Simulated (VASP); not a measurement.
# GaN (Fm-3m) in VASP: a series of runs, part 2 of 2

VASP 6.6.1.

## (4) Dielectric tensor, PBE

INCAR reads:

```
SYSTEM = GaN
  PREC = Accurate
  ENCUT = 460
  EDIFF = 1E-8
  ISMEAR = 0
  SIGMA = 0.01
  LREAL = .FALSE.
  LASPH = .TRUE.
  NELM = 100
  ALGO = Normal
  ISIF = 2
  LWAVE = .FALSE.
  LCHARG = .FALSE.
  GGA = PE
  LEPSILON = .TRUE.
```

KPOINTS reads:

```
Automatic mesh
0
G
  6 6 6
  0 0 0
```

POSCAR reads:

```
GaN
1.0
    0.0000000000      2.1352350000      2.1352350000
    2.1352350000      0.0000000000      2.1352350000
    2.1352350000      2.1352350000      0.0000000000
Ga N
1 1
Direct
    0.0000000000      0.0000000000      0.0000000000
    0.5000000000      0.5000000000      0.5000000000
```

Potentials or basis: VASP PAW PBE potentials, release 64 (Ga_d, N).

Run with:

```console
$ cat potpaw_PBE.64/Ga_d/POTCAR potpaw_PBE.64/N/POTCAR > POTCAR
$ mpirun -np 1 vasp_std > vasp.out
```

OUTCAR:

```text
SYSTEM = GaN
   PREC = Accurate
   ENCUT = 460
   EDIFF = 1E-8
   ISMEAR = 0
   LREAL = .FALSE.
   LASPH = .TRUE.
   NELM = 100
   ISIF = 2
   GGA = PE
   LEPSILON = .TRUE.

 Found     16 irreducible k-points:

 Following reciprocal coordinates:
            Coordinates               Weight
  0.000000  0.000000  0.000000      1.000000
  0.166667  0.000000  0.000000      8.000000
  0.333333  0.000000  0.000000      8.000000
  0.500000  0.000000  0.000000      4.000000
  0.166667  0.166667  0.000000      6.000000
  0.333333  0.166667  0.000000     24.000000
   k-points           NKPTS =     16   k-points in BZ     NKDIM =     16   number of bands    NBANDS=     13
   number of dos      NEDOS =    301   number of ions     NIONS =      2
   total plane-waves  NPLWV =  13824
   dimension x,y,z NGX =    24 NGY =   24 NGZ =   24
   dimension x,y,z NGXF=    48 NGYF=   48 NGZF=   48
   ions per type =               1   1
   NGX,Y,Z   is equivalent  to a cutoff of  13.21, 13.21, 13.21 a.u.
   NGXF,Y,Z  is equivalent  to a cutoff of  26.43, 26.43, 26.43 a.u.
 SYSTEM =  GaN
   PREC   = accura    normal or accurate (medium, high low for compatibility)
   ISTART =      0    job   : 0-new  1-cont  2-samecut
   ICHARG =      2    charge: 1-file 2-atom 10-const
[... 209 lines left out ...]
  ---------------------------------------------------
  free energy    TOTEN  =        -0.50856656 eV

  energy without entropy =       -0.50856656

------------------------ aborting loop because EDIFF is reached ----------------------------------------

 PIEZOELECTRIC TENSOR FIELD DIRECTION 3  (e Angst)
 -----------------------------------------------------------------------------
     0.00116  0.00000 -0.00000           (  0.00000  0.00000 -0.00000)
     0.00000  0.00116  0.00000           (  0.00000  0.00000  0.00000)
     0.00000 -0.00000 -0.00243           ( -0.00000  0.00000 -0.00002)

 PIEZOELECTRIC TENSOR FIELD DIRECTION 3  (C/m^2)
 -----------------------------------------------------------------------------
     0.00095  0.00000 -0.00000
     0.00000  0.00095  0.00000
     0.00000 -0.00000 -0.00200

 MACROSCOPIC STATIC DIELECTRIC TENSOR (including local field effects in DFT)
 ------------------------------------------------------
           9.898216     0.000000    -0.000000
          -0.000000     9.898216    -0.000000
          -0.000000     0.000000     9.898216
 ------------------------------------------------------

 PIEZOELECTRIC TENSOR (including local field effects)  for field in x, y, z        (e  Angst)
          XX          YY          ZZ          XY          YZ          ZX
  --------------------------------------------------------------------------------
  x     0.00000     0.00000     0.00000     0.00000     0.00000     0.00000
  y     0.00000     0.00000     0.00000     0.00000     0.00000     0.00000
  z     0.00000     0.00000     0.00000     0.00000     0.00000     0.00000

 PIEZOELECTRIC TENSOR (including local field effects)  for field in x, y, z        (C/m^2)
          XX          YY          ZZ          XY          YZ          ZX
  --------------------------------------------------------------------------------
  x     0.00000     0.00000     0.00000     0.00000     0.00000     0.00000
  y     0.00000     0.00000     0.00000     0.00000     0.00000     0.00000
  z     0.00000     0.00000     0.00000     0.00000     0.00000     0.00000

 BORN EFFECTIVE CHARGES (including local field effects) (in |e|, cummulative output)
 ---------------------------------------------------------------------------------
 ion    1
    1     3.73510     0.00000     0.00000
    2    -0.00000     3.73510     0.00000
    3     0.00000    -0.00000     3.73510
 ion    2
    1    -3.73510    -0.00000    -0.00000
    2     0.00000    -3.73510    -0.00000
    3    -0.00000     0.00000    -3.73510
```

OSZICAR:

```text
N       E                     dE             d eps       ncg     rms          rms(c)
DAV:   1     0.790435011424E+02    0.79044E+02   -0.92337E+03   448   0.241E+03
DAV:   2    -0.747260887142E+01   -0.86516E+02   -0.81051E+02   451   0.344E+02
DAV:   3    -0.129222487700E+02   -0.54496E+01   -0.54214E+01   466   0.772E+01
[... 11 lines left out ...]
RMM:   5    -0.508145771124E+00   -0.16696E-02   -0.28703E-04  1498   0.184E-01    0.122E-02
RMM:   6    -0.508450095635E+00   -0.30432E-03   -0.16685E-05  1516   0.439E-02    0.690E-03
RMM:   7    -0.508517707230E+00   -0.67612E-04   -0.15043E-06  1495   0.131E-02    0.121E-03
RMM:   8    -0.508565443309E+00   -0.47736E-04   -0.19129E-07  1471   0.449E-03    0.342E-04
RMM:   9    -0.508566202031E+00   -0.75872E-06   -0.32043E-08  1539   0.160E-03    0.109E-04
RMM:  10    -0.508566714860E+00   -0.51283E-06   -0.22976E-09  1430   0.513E-04    0.247E-05
RMM:  11    -0.508566560475E+00    0.15438E-06   -0.14932E-09  1158   0.190E-04    0.960E-06
```

Run time: 26 s. Hardware: 1 thread of Intel Xeon 6975P-C (Granite Rapids), shared host; peak memory 0.15 GiB.

These settings aren't checked as converged: the numbers below hold their error.

Results:

```yaml
Band_gap_on_the_k_mesh: 0.37 eV, indirect (least direct gap 2.36 eV)
Electronic_dielectric_tensor_diagonal: 9.90
Born_charges_mean_of_the_diagonal: Ga +3.74; N -3.74 e
```

Caveat: the k mesh is coarse (spacing up to 0.42 Å⁻¹), so the values aren't converged; the gap is small at this level, which inflates the dielectric constant.

## (5) Dielectric tensor, PBE

Changes to INCAR since step 4:

```diff
@@ -2,3 +2,3 @@
   PREC = Accurate
-  ENCUT = 460
+  ENCUT = 280
   EDIFF = 1E-8
```

KPOINTS reads:

```
Automatic mesh
0
G
  8 8 8
  0 0 0
```

POSCAR is that of step 4.

Potentials or basis: VASP PAW PBE potentials, release 64 (Ga_d, N).

Run with:

```console
$ cat potpaw_PBE.64/Ga_d/POTCAR potpaw_PBE.64/N/POTCAR > POTCAR
$ mpirun -np 1 vasp_std > vasp.out
```

OUTCAR:

```text
SYSTEM = GaN
   PREC = Accurate
   ENCUT = 280
   EDIFF = 1E-8
   ISMEAR = 0
   LREAL = .FALSE.
   LASPH = .TRUE.
   NELM = 100
   ISIF = 2
   GGA = PE
   LEPSILON = .TRUE.

 Found     29 irreducible k-points:

 Following reciprocal coordinates:
            Coordinates               Weight
  0.000000  0.000000  0.000000      1.000000
  0.125000  0.000000  0.000000      8.000000
  0.250000  0.000000  0.000000      8.000000
  0.375000  0.000000  0.000000      8.000000
  0.500000  0.000000  0.000000      4.000000
  0.125000  0.125000  0.000000      6.000000
   k-points           NKPTS =     29   k-points in BZ     NKDIM =     29   number of bands    NBANDS=     13
   number of dos      NEDOS =    301   number of ions     NIONS =      2
   total plane-waves  NPLWV =   4096
   dimension x,y,z NGX =    16 NGY =   16 NGZ =   16
   dimension x,y,z NGXF=    32 NGYF=   32 NGZF=   32
   ions per type =               1   1
   NGX,Y,Z   is equivalent  to a cutoff of   8.81,  8.81,  8.81 a.u.
   NGXF,Y,Z  is equivalent  to a cutoff of  17.62, 17.62, 17.62 a.u.
 SYSTEM =  GaN
   PREC   = accura    normal or accurate (medium, high low for compatibility)
   ISTART =      0    job   : 0-new  1-cont  2-samecut
   ICHARG =      2    charge: 1-file 2-atom 10-const
[... 208 lines left out ...]
  ---------------------------------------------------
  free energy    TOTEN  =        -0.47900685 eV

  energy without entropy =       -0.47900685

------------------------ aborting loop because EDIFF is reached ----------------------------------------

 PIEZOELECTRIC TENSOR FIELD DIRECTION 3  (e Angst)
 -----------------------------------------------------------------------------
     0.00053  0.00000  0.00000           ( -0.00001  0.00000  0.00000)
     0.00000  0.00053  0.00000           (  0.00000 -0.00001 -0.00000)
    -0.00000  0.00000 -0.00098           (  0.00000 -0.00000 -0.00003)

 PIEZOELECTRIC TENSOR FIELD DIRECTION 3  (C/m^2)
 -----------------------------------------------------------------------------
     0.00044  0.00000  0.00000
     0.00000  0.00044  0.00000
    -0.00000  0.00000 -0.00080

 MACROSCOPIC STATIC DIELECTRIC TENSOR (including local field effects in DFT)
 ------------------------------------------------------
           9.375800    -0.000000     0.000000
           0.000000     9.375800     0.000000
           0.000000    -0.000000     9.375800
 ------------------------------------------------------

 PIEZOELECTRIC TENSOR (including local field effects)  for field in x, y, z        (e  Angst)
          XX          YY          ZZ          XY          YZ          ZX
  --------------------------------------------------------------------------------
  x     0.00000     0.00000     0.00000     0.00000     0.00000     0.00000
  y     0.00000     0.00000     0.00000     0.00000     0.00000     0.00000
  z     0.00000     0.00000     0.00000     0.00000     0.00000     0.00000

 PIEZOELECTRIC TENSOR (including local field effects)  for field in x, y, z        (C/m^2)
          XX          YY          ZZ          XY          YZ          ZX
  --------------------------------------------------------------------------------
  x     0.00000     0.00000     0.00000     0.00000     0.00000     0.00000
  y     0.00000     0.00000     0.00000     0.00000     0.00000     0.00000
  z     0.00000     0.00000     0.00000     0.00000     0.00000     0.00000

 BORN EFFECTIVE CHARGES (including local field effects) (in |e|, cummulative output)
 ---------------------------------------------------------------------------------
 ion    1
    1     3.62376     0.00000     0.00000
    2    -0.00000     3.62376     0.00000
    3     0.00000     0.00000     3.62376
 ion    2
    1    -3.62376    -0.00000     0.00000
    2     0.00000    -3.62376     0.00000
    3     0.00000     0.00000    -3.62376
```

stdout:

```text
POSCAR found type information on POSCAR GaN
 POSCAR found :  2 types and       2 ions
 scaLAPACK will be used
 LDA part: xc-table for (Slater+PW92), standard interpolation
 POSCAR, INCAR and KPOINTS ok, starting setup
 FFT: planning ... GRIDC
 FFT: planning ... GRID_SOFT
 FFT: planning ... GRID
 WAVECAR not read
 entering main loop
 Linear response reoptimize wavefunctions to high precision
 Linear response G [H, r] |phi>, progress :
  Direction:   1
 Linear response G [H, r] |phi>, progress :
  Direction:   2
 Linear response G [H, r] |phi>, progress :
  Direction:   3
 Linear response to external field (no local field effect), progress :
  Direction:   1
 dielectric tensor                  component  1 :    11.289     5.369     0.791
 Linear response to external field (no local field effect), progress :
  Direction:   2
 dielectric tensor                  component  2 :     5.369    11.364    -0.462
 Linear response to external field (no local field effect), progress :
  Direction:   3
 dielectric tensor                  component  3 :     0.791    -0.462     6.038
 Linear response to external field, progress :
  Direction:   1
 dielectric tensor                  component  1 :     9.376     3.690     0.870
 Linear response to external field, progress :
  Direction:   2
 dielectric tensor                  component  2 :     3.671     9.376    -0.305
 Linear response to external field, progress :
  Direction:   3
 dielectric tensor                  component  3 :     0.771     2.511     9.376
 Born effective charges drift removed
```

It took 19 s on 1 thread of Intel Xeon 6975P-C (Granite Rapids), shared host; peak memory 0.12 GiB.

The run converged, but a check on its numbers failed (symmetry, net force, bounds or a known fault of this set-up), so they aren't taken as properties of the crystal.

Caveat: the cutoff lies under the usual one of these potentials, so the numbers hold a large basis-set error; the gap is small at this level, which inflates the dielectric constant.

## (6) Dielectric tensor, PBE

Changes to INCAR since step 5:

```diff
@@ -2,3 +2,3 @@
   PREC = Accurate
-  ENCUT = 280
+  ENCUT = 400
   EDIFF = 1E-8
```

KPOINTS reads:

```
Automatic mesh
0
G
  7 7 7
  0 0 0
```

POSCAR is that of step 5.

Potentials or basis: VASP PAW PBE potentials, release 64 (Ga_d, N).

Run with:

```console
$ cat potpaw_PBE.64/Ga_d/POTCAR potpaw_PBE.64/N/POTCAR > POTCAR
$ mpirun -np 1 vasp_std > vasp.out
```

OUTCAR:

```text
SYSTEM = GaN
   PREC = Accurate
   ENCUT = 400
   EDIFF = 1E-8
   ISMEAR = 0
   LREAL = .FALSE.
   LASPH = .TRUE.
   NELM = 100
   ISIF = 2
   GGA = PE
   LEPSILON = .TRUE.

 Found     20 irreducible k-points:

 Following reciprocal coordinates:
            Coordinates               Weight
  0.000000  0.000000  0.000000      1.000000
  0.142857  0.000000  0.000000      8.000000
  0.285714  0.000000  0.000000      8.000000
  0.428571  0.000000  0.000000      8.000000
  0.142857  0.142857  0.000000      6.000000
  0.285714  0.142857  0.000000     24.000000
[... 236 lines left out ...]
     0.00064  0.00000 -0.00000
     0.00000  0.00064  0.00000
     0.00000  0.00000 -0.00127

 MACROSCOPIC STATIC DIELECTRIC TENSOR (including local field effects in DFT)
 ------------------------------------------------------
           9.256133    -0.000000     0.000000
          -0.000000     9.256133     0.000000
          -0.000000     0.000000     9.256133
 ------------------------------------------------------

 PIEZOELECTRIC TENSOR (including local field effects)  for field in x, y, z        (e  Angst)
          XX          YY          ZZ          XY          YZ          ZX
  --------------------------------------------------------------------------------
  x     0.00000     0.00000     0.00000     0.00000     0.00000     0.00000
  y     0.00000     0.00000     0.00000     0.00000     0.00000     0.00000
  z     0.00000     0.00000     0.00000     0.00000     0.00000     0.00000

 PIEZOELECTRIC TENSOR (including local field effects)  for field in x, y, z        (C/m^2)
          XX          YY          ZZ          XY          YZ          ZX
  --------------------------------------------------------------------------------
  x     0.00000     0.00000     0.00000     0.00000     0.00000     0.00000
  y     0.00000     0.00000     0.00000     0.00000     0.00000     0.00000
  z     0.00000     0.00000     0.00000     0.00000     0.00000     0.00000

 BORN EFFECTIVE CHARGES (including local field effects) (in |e|, cummulative output)
 ---------------------------------------------------------------------------------
 ion    1
    1     3.67137     0.00000    -0.00000
    2    -0.00000     3.67137    -0.00000
    3    -0.00000    -0.00000     3.67137
 ion    2
    1    -3.67137    -0.00000     0.00000
    2     0.00000    -3.67137     0.00000
    3     0.00000     0.00000    -3.67137
```

OSZICAR:

```text
N       E                     dE             d eps       ncg     rms          rms(c)
DAV:   1     0.713630472064E+02    0.71363E+02   -0.86893E+03   560   0.224E+03
DAV:   2    -0.850326213810E+01   -0.79866E+02   -0.76030E+02   610   0.311E+02
DAV:   3    -0.129303298704E+02   -0.44271E+01   -0.44124E+01   595   0.714E+01
[... 12 lines left out ...]
RMM:   6    -0.471881368470E+00   -0.34990E-03   -0.18265E-05  2069   0.444E-02    0.687E-03
RMM:   7    -0.471961458176E+00   -0.80090E-04   -0.17031E-06  2007   0.135E-02    0.119E-03
RMM:   8    -0.472006263093E+00   -0.44805E-04   -0.23962E-07  2023   0.458E-03    0.347E-04
RMM:   9    -0.472005337819E+00    0.92527E-06   -0.36403E-08  2064   0.163E-03    0.101E-04
RMM:  10    -0.472005872756E+00   -0.53494E-06   -0.41951E-09  1983   0.553E-04    0.230E-05
RMM:  11    -0.472005810349E+00    0.62407E-07   -0.10164E-09  1629   0.198E-04    0.948E-06
```

Wall time 29 s (1 thread of Intel Xeon 6975P-C (Granite Rapids), shared host); peak memory 0.14 GiB.

The run converged, but some of its settings lie outside the range that counts as converged, so its numbers aren't taken as properties of the crystal.

Results:

| Property | Result |
| --- | --- |
| Band gap on the k mesh | 0.80 eV, indirect (least direct gap 2.35 eV) |
| Electronic dielectric tensor (diagonal) | 9.26 |
| Born charges (mean of the diagonal) | Ga +3.67; N -3.67 e |

Caveat: an odd mesh through Γ misses points on the zone boundary, where band edges often lie.
